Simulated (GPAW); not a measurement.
**CrIn15As16 (InAs32 Cr1): moments or none**

Wanted: the moments of CrIn15As16 (InAs32 Cr1) and the energy gained by spin polarisation.

Calculated with GPAW 26.7.0; PBE; plane waves with GPAW's PAW setups, scalar-relativistic.

**1. Starting point**

The structure is tetragonal, space group P-42m (No. 111). Conventional cell: a = 12.116 Å, b = 12.116 Å, c = 6.058 Å, α = 90.00°, β = 90.00°, γ = 90.00°. Nearest to Cr lie 4 As at 2.62 Å. As has 3 In at 2.62 Å and 1 Cr at 2.62 Å nearest. Nearest to In lie 4 As at 2.62 Å. Nearest to As lie 4 In at 2.62 Å. As has 4 In at 2.62 Å nearest. substitutional dopants on the host's lattice, its constants typed without a cited source, atoms not relaxed. Farther neighbours are not listed.

The cell is a made-up one and need not be a known phase.

**2. Run 1 (ferro +)**

Parallel moments need no larger cell; this start tests for a ferromagnetic state only.

Input file order1.py:

```python
import json
import numpy as np
from ase import Atoms
from ase.parallel import paropen, parprint
from gpaw import GPAW

atoms = Atoms(['Cr', 'As', 'In', 'As', 'In', 'As', 'In', 'As', 'In', 'As', 'In', 'As', 'In', 'As', 'In', 'As', 'In', 'As', 'In', 'As', 'In', 'As', 'In', 'As', 'In', 'As', 'In', 'As', 'In', 'As', 'In', 'As'],
    cell=[[12.116, 0.0, 0.0],
         [0.0, 12.116, 0.0],
         [0.0, 0.0, 6.058]],
    scaled_positions=[[0.0, 0.0, 0.0],
         [0.125, 0.125, 0.25],
         [0.0, 0.25, 0.5],
         [0.125, 0.375, 0.75],
         [0.25, 0.0, 0.5],
         [0.375, 0.125, 0.75],
         [0.25, 0.25, 0.0],
         [0.375, 0.375, 0.25],
         [0.0, 0.5, 0.0],
         [0.125, 0.625, 0.25],
         [0.0, 0.75, 0.5],
         [0.125, 0.875, 0.75],
         [0.25, 0.5, 0.5],
         [0.375, 0.625, 0.75],
         [0.25, 0.75, 0.0],
         [0.375, 0.875, 0.25],
         [0.5, 0.0, 0.0],
         [0.625, 0.125, 0.25],
         [0.5, 0.25, 0.5],
         [0.625, 0.375, 0.75],
         [0.75, 0.0, 0.5],
         [0.875, 0.125, 0.75],
         [0.75, 0.25, 0.0],
         [0.875, 0.375, 0.25],
         [0.5, 0.5, 0.0],
         [0.625, 0.625, 0.25],
         [0.5, 0.75, 0.5],
         [0.625, 0.875, 0.75],
         [0.75, 0.5, 0.5],
         [0.875, 0.625, 0.75],
         [0.75, 0.75, 0.0],
         [0.875, 0.875, 0.25]],
    pbc=True,
    magmoms=[3.0, 0.0, 0.0, 0.0, 0.0, 0.0, 0.0, 0.0, 0.0, 0.0, 0.0, 0.0, 0.0, 0.0, 0.0, 0.0, 0.0, 0.0, 0.0, 0.0, 0.0, 0.0, 0.0, 0.0, 0.0, 0.0, 0.0, 0.0, 0.0, 0.0, 0.0, 0.0])
atoms.calc = GPAW(mode={'name': 'pw', 'ecut': 450},
    xc='PBE',
    kpts={'size': (3, 3, 5), 'gamma': True},
    occupations={'name': 'fermi-dirac', 'width': 0.05},
    convergence={'density': 1e-05, 'energy': 1e-05},
    maxiter=200,
    mixer={'name': 'pulay', 'beta': 0.05, 'nmaxold': 6, 'weight': 50},
    symmetry={'tolerance': 1e-4},
    txt='order1.txt')
e = atoms.get_potential_energy(force_consistent=True)
res = {'free_energy': e, 'energy_sigma0': atoms.get_potential_energy(), 'fermi_energy': atoms.calc.get_fermi_level()}
res['moments'] = atoms.get_magnetic_moments().tolist()
res['total'] = atoms.get_magnetic_moment()
parprint('site moments (muB):', np.round(res['moments'], 3))
parprint(f"total moment: {res['total']:.3f} muB")
parprint(f'free energy: {e:.6f} eV')
atoms.calc.write('order1.gpw')
with paropen('results.json', 'w') as f:
    json.dump(res, f)
```

The run is started by

```
$ OMP_NUM_THREADS=1 mpirun -n 4 gpaw python order1.py > order1.log
```

Numbers of over 12 decimals in the logs are rounded to 6 here.

What it wrote:

```text
site moments (muB): [ 3.132e+00 -6.600e-02  4.000e-03 -8.000e-03  4.000e-03 -8.000e-03
  2.000e-03 -1.000e-02 -1.000e-03 -8.000e-03  4.000e-03 -6.600e-02
  0.000e+00 -1.000e-02  2.000e-03 -8.000e-03 -1.000e-03 -8.000e-03
  0.000e+00 -1.000e-02  4.000e-03 -6.600e-02  2.000e-03 -8.000e-03
 -1.000e-03 -1.000e-02  0.000e+00 -8.000e-03  0.000e+00 -8.000e-03
  2.000e-03 -6.600e-02]
total moment: 2.958 muB
free energy: -130.931742 eV

--- order1.txt ---
Input parameters:
  mode=PW(ecut=450),
  convergence={'density': 1e-05, 'energy': 1e-05},
  kpts=MonkhorstPack(size=(3, 3, 5), gamma=True),
  maxiter=200,
  mixer=Pulay(name='pulay', nmaxold=6, beta=0.05, weight=50, sigma=0.015, g_ss=None),
  occupations=Occupations(name='fermi-dirac', width=0.05),
  symmetry=Symmetry(tolerance=0.0001),
  xc=XC(name='PBE')

Diagonalizing LCAO Hamiltonian
Converting LCAO to pw mode
        .-----------------------------.
       /|                             |
      / |                             |
     /  |  As             As          |
    /   |        As             As    |
   /  In|            In               |
  /    As         As  As         As   |
 *      .---In-------------In---------.
 |     / As  As         As  As       /
 | In /       In  In         In     /
 |   In In     As   In  In    As   /
 |  / As             As           /
 | /      In             In      /
 |/                             /
 Cr-------------In-------------*

Atoms  # Å, Bohr magnetons
|    | symbol |         x |         y |        z |    initial magnetic moments |
|----|--------|-----------|-----------|----------|-----------------------------|
|  0 |     Cr |  0.000000 |  0.000000 | 0.000000 | ( 0.0000,  0.0000,  3.0000) |
|  1 |     As |  1.514500 |  1.514500 | 1.514500 | ( 0.0000,  0.0000,  0.0000) |
|  2 |     In |  0.000000 |  3.029000 | 3.029000 | ( 0.0000,  0.0000,  0.0000) |
|  3 |     As |  1.514500 |  4.543500 | 4.543500 | ( 0.0000,  0.0000,  0.0000) |
|  4 |     In |  3.029000 |  0.000000 | 3.029000 | ( 0.0000,  0.0000,  0.0000) |
|  5 |     As |  4.543500 |  1.514500 | 4.543500 | ( 0.0000,  0.0000,  0.0000) |
|  6 |     In |  3.029000 |  3.029000 | 0.000000 | ( 0.0000,  0.0000,  0.0000) |
|  7 |     As |  4.543500 |  4.543500 | 1.514500 | ( 0.0000,  0.0000,  0.0000) |
|  8 |     In |  0.000000 |  6.058000 | 0.000000 | ( 0.0000,  0.0000,  0.0000) |
|  9 |     As |  1.514500 |  7.572500 | 1.514500 | ( 0.0000,  0.0000,  0.0000) |
| 10 |     In |  0.000000 |  9.087000 | 3.029000 | ( 0.0000,  0.0000,  0.0000) |
| 11 |     As |  1.514500 | 10.601500 | 4.543500 | ( 0.0000,  0.0000,  0.0000) |
| 12 |     In |  3.029000 |  6.058000 | 3.029000 | ( 0.0000,  0.0000,  0.0000) |
| 13 |     As |  4.543500 |  7.572500 | 4.543500 | ( 0.0000,  0.0000,  0.0000) |
| 14 |     In |  3.029000 |  9.087000 | 0.000000 | ( 0.0000,  0.0000,  0.0000) |
| 15 |     As |  4.543500 | 10.601500 | 1.514500 | ( 0.0000,  0.0000,  0.0000) |
| 16 |     In |  6.058000 |  0.000000 | 0.000000 | ( 0.0000,  0.0000,  0.0000) |
| 17 |     As |  7.572500 |  1.514500 | 1.514500 | ( 0.0000,  0.0000,  0.0000) |
| 18 |     In |  6.058000 |  3.029000 | 3.029000 | ( 0.0000,  0.0000,  0.0000) |
| 19 |     As |  7.572500 |  4.543500 | 4.543500 | ( 0.0000,  0.0000,  0.0000) |
| 20 |     In |  9.087000 |  0.000000 | 3.029000 | ( 0.0000,  0.0000,  0.0000) |
| 21 |     As | 10.601500 |  1.514500 | 4.543500 | ( 0.0000,  0.0000,  0.0000) |
| 22 |     In |  9.087000 |  3.029000 | 0.000000 | ( 0.0000,  0.0000,  0.0000) |
| 23 |     As | 10.601500 |  4.543500 | 1.514500 | ( 0.0000,  0.0000,  0.0000) |
| 24 |     In |  6.058000 |  6.058000 | 0.000000 | ( 0.0000,  0.0000,  0.0000) |
| 25 |     As |  7.572500 |  7.572500 | 1.514500 | ( 0.0000,  0.0000,  0.0000) |
| 26 |     In |  6.058000 |  9.087000 | 3.029000 | ( 0.0000,  0.0000,  0.0000) |
| 27 |     As |  7.572500 | 10.601500 | 4.543500 | ( 0.0000,  0.0000,  0.0000) |
| 28 |     In |  9.087000 |  6.058000 | 3.029000 | ( 0.0000,  0.0000,  0.0000) |
| 29 |     As | 10.601500 |  7.572500 | 4.543500 | ( 0.0000,  0.0000,  0.0000) |
| 30 |     In |  9.087000 |  9.087000 | 0.000000 | ( 0.0000,  0.0000,  0.0000) |
| 31 |     As | 10.601500 | 10.601500 | 1.514500 | ( 0.0000,  0.0000,  0.0000) |

Unit cell  # Å
| periodic |         x |         y |        z |   lengths |    angles |
|----------|-----------|-----------|----------|-----------|-----------|
|      yes | 12.116000 |  0.000000 | 0.000000 | 12.116000 | 90.000000 |
|      yes |  0.000000 | 12.116000 | 0.000000 | 12.116000 | 90.000000 |
|      yes |  0.000000 |  0.000000 | 6.058000 |  6.058000 | 90.000000 |

Number of symmetries: 8

BZ-sampling:
  Number of BZ points: 45
  Number of IBZ points: 9

  Monkhorst-Pack size: [3, 3, 5]
  Monkhorst-Pack shift: [0, 0, 0]

K-points  # in reciprocal-cell coordinates
|   |                                coordinates |     weight |
|---|--------------------------------------------|------------|
| 0 | (  0.00000000,   0.00000000,   0.00000000) | 0.02222222 |
| 1 | (  0.00000000,   0.00000000,   0.20000000) | 0.04444444 |
| 2 | (  0.00000000,   0.00000000,   0.40000000) | 0.04444444 |
| 3 | (  0.33333333,   0.00000000,   0.00000000) | 0.08888889 |
| 4 | (  0.33333333,   0.00000000,   0.20000000) | 0.17777778 |
| 5 | (  0.33333333,   0.00000000,   0.40000000) | 0.17777778 |
| 6 | (  0.33333333,   0.33333333,   0.00000000) | 0.08888889 |
| 7 | (  0.33333333,   0.33333333,   0.20000000) | 0.17777778 |
| 8 | (  0.33333333,   0.33333333,   0.40000000) | 0.17777778 |

Plane wave coefficients: 19320
Cutoff: 450.000000 eV

Spin-components: 2 (collinear spins)
Bands:           175
Projectors:      176
Spin-degeneracy: 1
Datatype:        complex128

Parallelization:
  kpt:    4
  domain: 1
  band:   1

Density:
  Valence electrons: 281.0
  Components: 2
  Grid points: [60 60 30]
  Charge: 0.0  # |e|

Potential:
  Grid points: [60 60 30]

species:
  Cr:
    name:    Chromium
    Z:       24.0
    valence: 6
    core:    18
    charge:  0.0  # [|e|]
    compensation charges:
      type: gauss
      rc: 0.35  # [Å]
      lmax: 2
    cutoffs:
      filter: 2.14  # [Å]
      core: 3.04  # [Å]
    projectors
    | kind |    occ | energy [eV] | rcut [Å] |
    |------|--------|-------------|----------|
    |   4s |  1.000 |      -4.007 |    1.164 |
    |   4p |  0.000 |      -0.989 |    1.217 |
    |   3d |  5.000 |      -2.913 |    1.111 |
    |    s |        |      23.205 |    1.164 |
    |    p |        |      26.223 |    1.217 |
    |    d |        |      24.299 |    1.111 |

    Using partial waves for Cr as LCAO basis

  As:
    name:    Arsenic
    Z:       33.0
    valence: 5
    core:    28
    charge:  0.0  # [|e|]
    compensation charges:
      type: gauss
      rc: 0.33  # [Å]
      lmax: 2
    cutoffs:
      filter: 1.87  # [Å]
      core: 2.96  # [Å]
    projectors
    | kind |    occ | energy [eV] | rcut [Å] |
    |------|--------|-------------|----------|
    |   4s |  2.000 |     -14.487 |    1.058 |
    |   4p |  3.000 |      -5.196 |    1.058 |
    |    s |        |      12.725 |    1.058 |
    |    p |        |      22.016 |    1.058 |
    |    d |        |       0.000 |    1.058 |

    Using partial waves for As as LCAO basis

  In:
    name:    Indium
    Z:       49.0
    valence: 13
    core:    36
    charge:  0.0  # [|e|]
    compensation charges:
      type: gauss
      rc: 0.36  # [Å]
      lmax: 2
    cutoffs:
      filter: 2.09  # [Å]
      core: 2.48  # [Å]
    projectors
    | kind |    occ | energy [eV] | rcut [Å] |
    |------|--------|-------------|----------|
    |   5s |  2.000 |      -8.203 |    1.185 |
    |   5p |  1.000 |      -2.521 |    1.244 |
    |   4d | 10.000 |     -18.629 |    1.148 |
    |    s |        |      19.008 |    1.185 |
    |    p |        |      24.691 |    1.244 |
    |    d |        |       8.583 |    1.148 |

    Using partial waves for In as LCAO basis

Reference energy: -3412261.249954  # eV

eigensolver:
  PPCG
  Converge bands: occupied
  niter=2

density mixing:
  Pulay-Mixer
  Linear mixing parameters: 0.05
  Old densities: 6
  Fourier metric: weight=50, sigma=0.015

occupation numbers:
  Fermi-Dirac:
    width: 0.0500  # eV

poisson solver:
  ecut: 3600.000000  # eV

xc functional:
  name: PBE with 2 nearest neighbor stencil

convergence criteria:
- Maximum integral of absolute [dens]ity change: 1e-05 electrons / valence electron
- Maximum [total energy] change in last 3 cyles: 1e-05 eV / valence electron
- Maximum integral of absolute [eigenst]ate change: 4e-08 eV^2 / valence electron
maximum number of iterations: 200

SCF iterations
|iter     |      energy | eigst |  dens |  magmom |
|---------|-------------|-------|-------|---------|
|iter:   1|       0s | -136.443347 | -0.30 |       |  +2.9879|
|iter:   2|      50s | -133.235563 | -1.53 | -1.11 |  +2.9460|
|iter:   3|     100s | -132.640819 | -2.55 | -1.16 |  +2.9464|
|iter:   4|     149s | -131.282726 | -1.36 | -1.20 |  +2.9507|
|iter:   5|     200s | -130.822107 | -2.20 | -1.45 |  +2.9728|
|iter:   6|     251s | -130.910238 | -3.17 | -1.56 |  +2.9804|
|iter:   7|     302s | -130.929431 | -2.69 | -1.63 |  +3.0064|
|iter:   8|     354s | -130.896075 | -3.08 | -2.04 |  +3.0110|
|iter:   9|     404s | -130.893414 | -3.49 | -2.34 |  +3.0067|
|iter:  10|     456s | -130.901069 | -4.45 | -2.46 |  +2.9997|
|iter:  11|     508s | -130.899275 | -4.07 | -2.57 |  +2.9851|
|iter:  12|     559s | -130.900041c| -5.25 | -2.84 |  +2.9828|
|iter:  13|     611s | -130.902217 | -5.39 | -2.87 |  +2.9756|
|iter:  14|     663s | -130.903006 | -5.78 | -2.95 |  +2.9728|
|iter:  15|     714s | -130.903438c| -6.30 | -2.97 |  +2.9709|
|iter:  16|     766s | -130.904844c| -5.23 | -2.98 |  +2.9605|
|iter:  17|     818s | -130.904976c| -6.17 | -3.18 |  +2.9588|
|iter:  18|     869s | -130.905171c| -5.94 | -3.27 |  +2.9555|
|iter:  19|     921s | -130.905191c| -6.86 | -3.59 |  +2.9552|
|iter:  20|     973s | -130.905212c| -7.19 | -3.65 |  +2.9561|
|iter:  21|    1025s | -130.905218c| -7.05 | -3.86 |  +2.9574|
|iter:  22|    1051s | -130.905222c| -7.62c| -4.13 |  +2.9573|
|iter:  23|    1102s | -130.905226c| -7.90c| -4.17 |  +2.9576|
|iter:  24|    1128s | -130.905229c| -8.06c| -4.29 |  +2.9577|
|iter:  25|    1154s | -130.905231c| -7.94c| -4.36 |  +2.9579|
|iter:  26|    1179s | -130.905232c| -7.99c| -4.49 |  +2.9582|
|iter:  27|    1205s | -130.905233c| -7.93c| -4.62 |  +2.9583|
|iter:  28|    1231s | -130.905233c| -8.23c| -4.77 |  +2.9583|
|iter:  29|    1256s | -130.905234c| -8.38c| -4.84 |  +2.9584|
|iter:  30|    1282s | -130.905235c| -8.62c| -5.04c|  +2.9584|

Converged in 30 steps
Energy contributions relative to reference atoms: (reference = -3412261.249954)

Energy contributions:
  Kinetic:         388.414405
  Coulomb:        -362.966151
  Zero:              3.244610
  External:          0.000000
  Xc:             -159.571592
  Entropy:          -0.053013
  Spinorbit:         0.000000
  ----------------------------
  Free energy:    -130.931742
  Extrapolated:   -130.905235

dipole moment: (-151.309783, -151.309783, -157.106057)  # |e|*Ang

Total magnetic moment: (0.000000, 0.000000, 2.958413)

Local magnetic moments
|        x |        y |         z |
|----------|----------|-----------|
| 0.000000 | 0.000000 |  3.131606 |  # Cr   0
| 0.000000 | 0.000000 | -0.066244 |  # As   1
| 0.000000 | 0.000000 |  0.003909 |  # In   2
| 0.000000 | 0.000000 | -0.008281 |  # As   3
| 0.000000 | 0.000000 |  0.003909 |  # In   4
| 0.000000 | 0.000000 | -0.008281 |  # As   5
| 0.000000 | 0.000000 |  0.002212 |  # In   6
| 0.000000 | 0.000000 | -0.010272 |  # As   7
| 0.000000 | 0.000000 | -0.000637 |  # In   8
| 0.000000 | 0.000000 | -0.008281 |  # As   9
| 0.000000 | 0.000000 |  0.003909 |  # In  10
| 0.000000 | 0.000000 | -0.066244 |  # As  11
| 0.000000 | 0.000000 |  0.000055 |  # In  12
| 0.000000 | 0.000000 | -0.010272 |  # As  13
| 0.000000 | 0.000000 |  0.002212 |  # In  14
| 0.000000 | 0.000000 | -0.008281 |  # As  15
[...]
| 0.000000 | 0.000000 |  0.002212 |  # In  22
| 0.000000 | 0.000000 | -0.008281 |  # As  23
| 0.000000 | 0.000000 | -0.000774 |  # In  24
| 0.000000 | 0.000000 | -0.010272 |  # As  25
| 0.000000 | 0.000000 |  0.000055 |  # In  26
| 0.000000 | 0.000000 | -0.008281 |  # As  27
| 0.000000 | 0.000000 |  0.000055 |  # In  28
| 0.000000 | 0.000000 | -0.008281 |  # As  29
| 0.000000 | 0.000000 |  0.002212 |  # In  30
| 0.000000 | 0.000000 | -0.066244 |  # As  31

Fermi level: 4.823
Eigenvalues  # (at kpt = [0.000, 0.000, 0.000])
| band index |      eig [eV] | occ [0-1] |      eig [eV] | occ [0-1] |
|------------|---------------|-----------|---------------|-----------|
|          0 |        -9.798 |     1.000 |        -9.799 |     1.000 |
|        ... |               |           |               |           |
|        133 |         3.485 |     1.000 |         3.636 |     1.000 |
|        134 |         3.485 |     1.000 |         3.653 |     1.000 |
|        135 |         3.625 |     1.000 |         3.653 |     1.000 |
|        136 |         3.662 |     1.000 |         4.530 |     0.997 |
|        137 |         3.943 |     1.000 |         4.540 |     0.997 |
|        138 |         4.122 |     1.000 |         4.540 |     0.997 |
|        139 |         4.225 |     1.000 |         4.676 |     0.950 |
|        140 |         4.225 |     1.000 |         6.183 |     0.000 |
|        141 |         4.633 |     0.978 |         6.203 |     0.000 |
|        142 |         5.171 |     0.001 |         6.214 |     0.000 |
|        143 |         5.213 |     0.000 |         6.214 |     0.000 |
|        144 |         5.213 |     0.000 |         6.224 |     0.000 |
|        145 |         6.345 |     0.000 |         6.821 |     0.000 |
|        146 |         6.345 |     0.000 |         6.829 |     0.000 |
|        147 |         6.349 |     0.000 |         6.829 |     0.000 |
|        148 |         6.822 |     0.000 |         6.831 |     0.000 |
|        ... |               |           |               |           |
|        174 |         9.674 |     0.000 |         9.718 |     0.000 |

No gap
No difference between direct/indirect transitions
```

Elapsed: 23 min, on 4 MPI ranks of Arm Neoverse V1, shared host; peak memory 3.3 GiB.

Spin moment in the augmentation sphere by element, in μB:

| element | atoms | mean | spread (r.m.s.) | least | largest |
| --- | --- | --- | --- | --- | --- |
| Cr | 1 | 3.13 | 0.00 | 3.13 | 3.13 |
| As | 16 | -0.02 | 0.02 | -0.07 | -0.01 |
| In | 15 | 0.00 | 0.00 | 0.00 | 0.00 |

The atoms farthest from the mean of their element:

| atom | x, y, z (Å) | spin moment in the augmentation sphere (μB) |
| --- | --- | --- |
| As2 | 1.51, 1.51, 1.51 | -0.07 |
| As12 | 1.51, 10.60, 4.54 | -0.07 |
| As32 | 10.60, 10.60, 1.51 | -0.07 |
| As22 | 10.60, 1.51, 4.54 | -0.07 |
| As10 | 1.51, 7.57, 1.51 | -0.01 |
| As16 | 4.54, 10.60, 1.51 | -0.01 |
| As6 | 4.54, 1.51, 4.54 | -0.01 |
| As4 | 1.51, 4.54, 4.54 | -0.01 |

Numbers from this step:

```
magnetization : 2.958 μB
final state   : ferromagnetic
```

After 30 cycles the largest moment stands at 3.13 μB.

(Part 1 of 2 ends here.)

[Logs and program files are shortened in this print: banners, set-up blocks, solver, clock and traceback lines can be left out without a mark of their own.]

[Logs are printed without paths, hosts, clocks, repeated set-up lines and the standing remarks that a program may print on its own settings, such as how far it seeks lower states.]

[Hosts, paths, dates, database ids (printed as entryN), source tags and the programs' standing remarks are cut or masked in the printed files.]

[Where a cell is said to come from a database of computed structures, the database is the Materials Project.]
